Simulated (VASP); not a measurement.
# MnS (Browneite) (F-43m) in VASP: density of states with PBE

Aim: the density of states of MnS (Browneite) with PBE.

All numbers are computed with VASP 6.6.1; they aren't measurements. Logs are shortened: lines on timing, memory, paths and dates and some standing lists are left out, and cuts for length are marked.

### Step 1. The crystal as given

It takes space group F-43m (No. 216, cubic). Conventional cell: a = 4.978 Å, b = 4.978 Å, c = 4.978 Å, α = 90.00°, β = 90.00°, γ = 90.00°. Mn (site symmetry -43m) is surrounded by 4 S at 2.16 Å. Around S (site symmetry -43m) lie 4 Mn at 2.16 Å.

### Step 2. Density of states, PBE

Contents of POSCAR:

```
MnS
1.0
    0.0000000000      2.4887531611      2.4887531611
    2.4887531611      0.0000000000      2.4887531611
    2.4887531611      2.4887531611      0.0000000000
Mn S
1 1
Direct
    0.0000000000      0.0000000000      0.0000000000
    0.2500000000      0.2500000000      0.2500000000
```

Contents of INCAR.step1:

```
SYSTEM = MnS
ALGO     = Normal         ! electronic algorithm
EDIFF    = 1E-6           ! SCF threshold, eV
ENCUT    = 520            ! plane-wave cutoff, eV
GGA      = PE             ! functional
ISIF     = 2              ! what is computed and relaxed
ISMEAR   = 0              ! smearing method
LASPH    = .True.         ! aspherical terms in the spheres
LCHARG   = .True.         ! write CHGCAR
LMAXMIX  = 4              ! l up to which the mixer works
LREAL    = .False.        ! projectors in reciprocal space
LWAVE    = .False.        ! write WAVECAR
NBANDS   = 16             ! bands
NELM     = 100            ! most SCF steps
PREC     = Accurate       ! precision mode
SIGMA    = 0.05           ! smearing width, eV
```

Contents of KPOINTS.step1:

```
k-points
0
Gamma
  10 10 10
  0 0 0
```

Contents of INCAR.step2:

```
SYSTEM = MnS
ALGO     = Normal         ! electronic algorithm
EDIFF    = 1E-6           ! SCF threshold, eV
ENCUT    = 520            ! plane-wave cutoff, eV
GGA      = PE             ! functional
ICHARG   = 11             ! starting density
ISIF     = 2              ! what is computed and relaxed
ISMEAR   = -5             ! smearing method
LASPH    = .True.         ! aspherical terms in the spheres
LCHARG   = .False.        ! write CHGCAR
LMAXMIX  = 4              ! l up to which the mixer works
LORBIT   = 11             ! projections on sites
LREAL    = .False.        ! projectors in reciprocal space
LWAVE    = .False.        ! write WAVECAR
NBANDS   = 16             ! bands
NEDOS    = 1001           ! points of the DOS
NELM     = 100            ! most SCF steps
PREC     = Accurate       ! precision mode
SIGMA    = 0.05           ! smearing width, eV
```

Contents of KPOINTS.step2:

```
k-points
0
Gamma
  15 15 15
  0 0 0
```

Potentials or basis: VASP PAW PBE potentials, release 64 (Mn_pv, S).

Launch:

```bash
cat potpaw_PBE.64/Mn_pv/POTCAR potpaw_PBE.64/S/POTCAR > POTCAR
cp INCAR.step1 INCAR
cp KPOINTS.step1 KPOINTS
mpirun -np 1 vasp_std > vasp.out
cp INCAR.step2 INCAR
cp KPOINTS.step2 KPOINTS
mpirun -np 1 vasp_std > vasp.out
```

OUTCAR:

```text
SYSTEM = MnS
   EDIFF = 1E-6
   ENCUT = 520
   GGA = PE
   ICHARG = 11
   ISIF = 2
   ISMEAR = -5
   LASPH = .True.
   LORBIT = 11
   LREAL = .False.
   NELM = 100
   PREC = Accurate

 ion  position               nearest neighbor table
   1  0.000  0.000  0.000-   2 2.16   2 2.16   2 2.16   2 2.16
   2  0.250  0.250  0.250-   1 2.16   1 2.16   1 2.16   1 2.16

  LATTYP: Found a face centered cubic cell.
 ALAT       =     4.9775063222

  Lattice vectors:

 A1 = (   0.0000000000,   2.4887531611,   2.4887531611)
 A2 = (   2.4887531611,   0.0000000000,   2.4887531611)
 A3 = (   2.4887531611,   2.4887531611,   0.0000000000)

Analysis of symmetry for initial positions (statically):
=====================================================================
 Subroutine PRICEL returns:
 Original cell was already a primitive cell.

 Routine SETGRP: Setting up the symmetry group for a
 face centered cubic supercell.

 Subroutine GETGRP returns: Found 24 space group operations
 (whereof 24 operations were pure point group operations)
 out of a pool of 48 trial point group operations.

The static configuration has the point symmetry T_d .

Analysis of symmetry for dynamics (positions and initial velocities):
=====================================================================
 Subroutine PRICEL returns:
 Original cell was already a primitive cell.

 Routine SETGRP: Setting up the symmetry group for a
 face centered cubic supercell.

 Subroutine GETGRP returns: Found 24 space group operations
 (whereof 24 operations were pure point group operations)
 out of a pool of 48 trial point group operations.

The dynamic configuration has the point symmetry T_d .

 Subroutine INISYM returns: Found 24 space group operations
 (whereof 24 operations are pure point group operations),
 and found     1 'primitive' translations

----------------------------------------------------------------------------------------

                                     Primitive cell

  volume of cell :      30.8301

  direct lattice vectors                    reciprocal lattice vectors
     0.000000000  2.488753161  2.488753161    -0.200903813  0.200903813  0.200903813
     2.488753161  0.000000000  2.488753161     0.200903813 -0.200903813  0.200903813
     2.488753161  2.488753161  0.000000000     0.200903813  0.200903813 -0.200903813

  length of vectors
     3.519628474  3.519628474  3.519628474     0.347975612  0.347975612  0.347975612

  position of ions in fractional coordinates (direct lattice)
     0.000000000  0.000000000  0.000000000
     0.250000000  0.250000000  0.250000000

  ion indices of the primitive-cell ions
   primitive index   ion index
                 1           1
                 2           2

----------------------------------------------------------------------------------------

 KPOINTS: k-points

Automatic generation of k-mesh.
 Grid dimensions read from file:
 generate k-points for:   15   15   15

 Generating k-lattice:

  Cartesian coordinates                     Fractional coordinates (reciprocal lattice)
    -0.013393588  0.013393588  0.013393588     0.066666667  0.000000000  0.000000000
     0.013393588 -0.013393588  0.013393588     0.000000000  0.066666667  0.000000000
     0.013393588  0.013393588 -0.013393588     0.000000000  0.000000000  0.066666667

  Length of vectors
     0.023198374  0.023198374  0.023198374

  Shift w.r.t. Gamma in fractional coordinates (k-lattice)
     0.000000000  0.000000000  0.000000000

 TETIRR: Found    484 inequivalent tetrahedra from    20250

 Subroutine IBZKPT returns following result:
 ===========================================

 Found    120 irreducible k-points:

 Following reciprocal coordinates:
            Coordinates               Weight
  0.000000  0.000000  0.000000      1.000000
  0.066667  0.000000  0.000000      8.000000
  0.133333  0.000000  0.000000      8.000000
  0.200000  0.000000  0.000000      8.000000
  0.266667  0.000000  0.000000      8.000000
  0.333333  0.000000  0.000000      8.000000
[... 16 lines left out ...]
  0.133333  0.133333  0.000000      6.000000
  0.200000  0.133333  0.000000     24.000000
 [... further k-points ...]
   k-points           NKPTS =    120   k-points in BZ     NKDIM =    120   number of bands    NBANDS=     16
   number of dos      NEDOS =   1001   number of ions     NIONS =      2
   total plane-waves  NPLWV =  21952
   dimension x,y,z NGX =    28 NGY =   28 NGZ =   28
   dimension x,y,z NGXF=    56 NGYF=   56 NGZF=   56
   ions per type =               1   1
   NGX,Y,Z   is equivalent  to a cutoff of  13.23, 13.23, 13.23 a.u.
   NGXF,Y,Z  is equivalent  to a cutoff of  26.45, 26.45, 26.45 a.u.
 SYSTEM =  MnS
   PREC   = accura    normal or accurate (medium, high low for compatibility)
   ISTART =      0    job   : 0-new  1-cont  2-samecut
   ICHARG =     11    charge: 1-file 2-atom 10-const
   ISPIN  =      1    spin polarized calculation?
   LNONCOLLINEAR =      F non collinear calculations
   LSORBIT =      F    spin-orbit coupling
   LASPH  =      T    aspherical Exc in radial PAW
   ENCUT  =  520.0 eV  38.22 Ry    6.18 a.u.   6.54  6.54  6.54*2*pi/ulx,y,z
   NELM   =    100;   NELMIN=  2; NELMDL=  0     # of ELM steps
   EDIFF  = 0.1E-05   stopping-criterion for ELM
   LREAL  =      F    real-space projection
   EDIFFG = 0.1E-04   stopping-criterion for IOM
   NSW    =      0    number of steps for IOM
   IBRION =     -1    ionic relax: 0-MD 1-quasi-New 2-CG
   NFREE  =      0    steps in history (QN), initial steepest desc. (CG)
   ISIF   =      2    stress and relaxation
   ISYM   =      2    0-nonsym 1-usesym 2-fastsym
   POTIM  = 0.5000    time-step for ionic-motion
   TEBEG  =    0.0;   TEEND  =   0.0 temperature during run
   PSTRESS=    0.0 pullay stress
   NELECT =      19.0000    total number of electrons
   NUPDOWN=      -1.0000    fix difference up-down
   EMIN   =  10.00;   EMAX   =-10.00  energy-range for DOS
   EFERMI =   0.00;   METHOD = LEGACY
   ISMEAR =    -5;   SIGMA  =   0.05  broadening in eV -4-tet -1-fermi 0-gaus
   EFERMI_NEDOS =   21; number of points for ismear=-14 and -15
   IALGO  =     38    algorithm
   IMIX   =      4    mixing-type and parameters
     AMIX     =   0.40;   BMIX     =  1.00
     AMIX_MAG =   1.60;   BMIX_MAG =  1.00
  volume/ion in A,a.u.               =      15.42       104.03
  Fermi-wavevector in a.u.,A,eV,Ry     =   1.393160  2.632690 26.407462  1.940894
  Thomas-Fermi vector in A             =   2.516833
   LORBIT       =     11    0 simple, 1 ext, 2 COOP (PROOUT), +10 PAW based schemes
   GGA     = PE    functional components
   LHFCALC =     F    Hartree Fock is set to
   AEXX    =    0.0000 exact exchange contribution
   IVDW    =     0    specifies the selected vdW correction
   LEPSILON=     F    determine dielectric tensor
   LRPA    =     F    only Hartree local field effects (RPA)
 non-spin polarized calculation
 Fermi weights with tetrahedron method with Bloechl corrections
  energy-cutoff  :      520.00
  volume of cell :       30.83
 maximum number of plane-waves:       869
 NGX is ok and might be reduce to    28

 number of electron      18.9999992 magnetization

 Free energy of the ion-electron system (eV)
  ---------------------------------------------------
  ext. energy  EPLUGINS =         0.00000000
  ---------------------------------------------------
  free energy    TOTEN  =       -13.67496577 eV

  energy without entropy =      -13.67496577  energy(sigma->0) =      -13.67496577

 E-fermi :   7.1846     XC(G=0): -11.1448

 val. band max:        7.1930955950   @ k =  -0.4667   0.4000   0.1333
 cond. band min:       7.1776215044   @ k =   0.4667   0.2000   0.0667
 fundamental gap:     -0.0154740906
 Fermi energy:         7.1846497908

 k-point     1 :       0.0000    0.0000    0.0000
  band No.  band energies     occupation
      1     -40.4685      2.00000
      2     -40.4685      2.00000
      3     -40.4685      2.00000
      4      -7.9841      2.00000
      5       2.5934      2.00000
      6       2.5934      2.00000
[... 8 lines left out ...]
     15      15.0933      0.00000
     16      15.0933      0.00000

 k-point     2 :       0.0667    0.0000    0.0000
  band No.  band energies     occupation
      1     -40.4695      2.00000
      2     -40.4686      2.00000
      3     -40.4686      2.00000
      4      -7.9386      2.00000
      5       2.5005      2.00000
      6       2.6089      2.00000
[... 8 lines left out ...]
     15      15.1949      0.00000
     16      15.1949      0.00000

 k-point     3 :       0.1333    0.0000    0.0000
  band No.  band energies     occupation
      1     -40.4724      2.00000
      2     -40.4691      2.00000
      3     -40.4691      2.00000
      4      -7.8070      2.00000
      5       2.2472      2.00000
      6       2.6514      2.00000
[... 8 lines left out ...]
     15      15.4535      0.00000
     16      15.4535      0.00000

 k-point     4 :       0.2000    0.0000    0.0000
  band No.  band energies     occupation
      1     -40.4767      2.00000
      2     -40.4697      2.00000
      3     -40.4697      2.00000
      4      -7.6040      2.00000
      5       1.8929      2.00000
      6       2.7099      2.00000
[... 8 lines left out ...]
     15      15.7397      0.00000
     16      15.7397      0.00000
[... 324 lines left out ...]
 k-point    22 :      -0.0667    0.0667    0.0000
  band No.  band energies     occupation
      1     -40.4709      2.00000
      2     -40.4693      2.00000
      3     -40.4687      2.00000
      4      -7.8644      2.00000
      5       2.3639      2.00000
      6       2.6205      2.00000
[... 8 lines left out ...]
     15      15.2790      0.00000
     16      15.4537      0.00000

 k-point    23 :       0.1333    0.1333    0.0000
  band No.  band energies     occupation
      1     -40.4724      2.00000
      2     -40.4699      2.00000
      3     -40.4699      2.00000
      4      -7.7480      2.00000
      5       2.1789      2.00000
      6       2.6600      2.00000
[... 8 lines left out ...]
     15      15.9113      0.00000
     16      15.9113      0.00000

 k-point    24 :       0.2000    0.1333    0.0000
  band No.  band energies     occupation
      1     -40.4752      2.00000
      2     -40.4707      2.00000
      3     -40.4705      2.00000
      4      -7.5974      2.00000
      5       1.9453      2.00000
      6       2.6982      2.00000
[... 8 lines left out ...]
     15      16.1109      0.00000
     16      16.2886      0.00000

 [... further k-points ...]

------------------------ aborting loop because EDIFF is reached ----------------------------------------

  FORCE on cell =-STRESS in cart. coord.  units (eV):
  Direction    XX          YY          ZZ          XY          YZ          ZX
  --------------------------------------------------------------------------------------
  -------------------------------------------------------------------------------------
  Total        0.2288486      0.2288486      0.2288486      0.0000000     -0.0000000     -0.0000000
  in kB       11.8927784     11.8927784     11.8927784      0.0000000     -0.0000000     -0.0000000
  external PRESSURE =      11.8927784 kB  Pullay stress =       0.0000000 kB

 VOLUME and BASIS-vectors are now :
 -----------------------------------------------------------------------------
  energy-cutoff  :      520.00
  volume of cell :       30.83
      direct lattice vectors                 reciprocal lattice vectors
     0.000000000  2.488753161  2.488753161    -0.200903813  0.200903813  0.200903813
     2.488753161  0.000000000  2.488753161     0.200903813 -0.200903813  0.200903813
     2.488753161  2.488753161  0.000000000     0.200903813  0.200903813 -0.200903813

 POSITION                                       TOTAL-FORCE (eV/Angst)
 -----------------------------------------------------------------------------------
      0.00000      0.00000      0.00000         0.000000      0.000000      0.000000
      1.24438      1.24438      1.24438        -0.000000     -0.000000     -0.000000
 -----------------------------------------------------------------------------------
    total drift:                                0.000001      0.000001      0.000001

  FREE ENERGIE OF THE ION-ELECTRON SYSTEM (eV)
  ---------------------------------------------------
  free  energy   TOTEN  =       -13.6749657723 eV

  energy  without entropy=      -13.6749657723  energy(sigma->0) =      -13.67496577

 total charge

# of ion       s       p       d       tot
------------------------------------------
    1        0.345   6.301   5.353  11.998
    2        1.321   2.417   0.000   3.738
--------------------------------------------------
tot          1.666   8.718   5.353  15.736
```

Run time: 50 s. Hardware: 1 thread of Intel Xeon Platinum 8259CL at 2.50GHz (Skylake/Cascade Lake), shared host; peak memory 0.19 GiB.

Results:

| Item | Value |
| --- | --- |
| Valence electrons inside the program's atomic spheres | Mn 12.00; S 3.74 |

States per cell in windows of 0.5 eV (zero at the Fermi level; states under -8 eV left out):
| from (eV) | total | Mn1_d | S2_p | Mn1_p | Mn1_s | S2_s | S2_d |
| --- | --- | --- | --- | --- | --- | --- | --- |
| -8.0 | 0.00 | 0.00 | 0.00 | 0.00 | 0.00 | 0.00 | 0.00 |
| -7.5 | 0.00 | 0.00 | 0.00 | 0.00 | 0.00 | 0.00 | 0.00 |
| -7.0 | 0.01 | 0.00 | 0.00 | 0.00 | 0.00 | 0.00 | 0.00 |
| -6.5 | 0.93 | 0.08 | 0.33 | 0.03 | 0.09 | 0.01 | 0.00 |
| -6.0 | 0.91 | 0.12 | 0.32 | 0.03 | 0.06 | 0.01 | 0.00 |
| -5.5 | 0.42 | 0.07 | 0.16 | 0.01 | 0.04 | 0.00 | 0.00 |
| -5.0 | 1.00 | 0.22 | 0.40 | 0.04 | 0.04 | 0.00 | 0.00 |
| -4.5 | 3.08 | 0.86 | 1.28 | 0.15 | 0.01 | 0.00 | 0.00 |
| -4.0 | 0.02 | 0.00 | 0.01 | 0.00 | 0.00 | 0.00 | 0.00 |
| -3.5 | 0.00 | 0.00 | 0.00 | 0.00 | 0.00 | 0.00 | 0.00 |
| -3.0 | 0.00 | 0.00 | 0.00 | 0.00 | 0.00 | 0.00 | 0.00 |
| -2.5 | 0.00 | 0.00 | 0.00 | 0.00 | 0.00 | 0.00 | 0.00 |
| -2.0 | 0.36 | 0.23 | 0.00 | 0.01 | 0.00 | 0.00 | 0.00 |
| -1.5 | 0.86 | 0.63 | 0.01 | 0.01 | 0.00 | 0.00 | 0.00 |
| -1.0 | 2.04 | 1.70 | 0.02 | 0.01 | 0.01 | 0.00 | 0.00 |
| -0.5 | 1.83 | 1.52 | 0.03 | 0.02 | 0.03 | 0.00 | 0.00 |
| 0.0 | 0.62 | 0.44 | 0.03 | 0.02 | 0.02 | 0.00 | 0.00 |
| 0.5 | 0.99 | 0.77 | 0.05 | 0.03 | 0.01 | 0.01 | 0.00 |
| 1.0 | 1.24 | 0.88 | 0.11 | 0.05 | 0.01 | 0.01 | 0.00 |
| 1.5 | 1.01 | 0.65 | 0.13 | 0.05 | 0.01 | 0.01 | 0.00 |
| 2.0 | 0.58 | 0.36 | 0.09 | 0.03 | 0.00 | 0.01 | 0.00 |
| 2.5 | 0.40 | 0.24 | 0.08 | 0.02 | 0.00 | 0.00 | 0.00 |
| 3.0 | 0.19 | 0.11 | 0.04 | 0.00 | 0.00 | 0.00 | 0.00 |
| 3.5 | 0.02 | 0.01 | 0.00 | 0.00 | 0.00 | 0.00 | 0.00 |
| 4.0 | 0.01 | 0.00 | 0.00 | 0.00 | 0.00 | 0.00 | 0.00 |
| 4.5 | 0.03 | 0.00 | 0.00 | 0.00 | 0.00 | 0.01 | 0.00 |
| 5.0 | 0.14 | 0.01 | 0.01 | 0.01 | 0.01 | 0.02 | 0.00 |
| 5.5 | 0.47 | 0.08 | 0.02 | 0.03 | 0.02 | 0.05 | 0.00 |
| 6.0 | 0.80 | 0.14 | 0.04 | 0.05 | 0.03 | 0.05 | 0.00 |
| 6.5 | 0.52 | 0.10 | 0.04 | 0.03 | 0.01 | 0.02 | 0.00 |
| 7.0 | 0.28 | 0.05 | 0.01 | 0.01 | 0.04 | 0.00 | 0.00 |
| 7.5 | 0.94 | 0.12 | 0.09 | 0.06 | 0.08 | 0.01 | 0.00 |

Caveat: the run has no spin polarisation, though such a crystal can be magnetic; semilocal functionals often make such compounds metallic where correlation or magnetic order opens a gap, which also shifts bond lengths; tetrahedron occupations give inexact forces and stress in metals. Spin polarisation is off, so any magnetic state and its effect on volume and gap are missing.
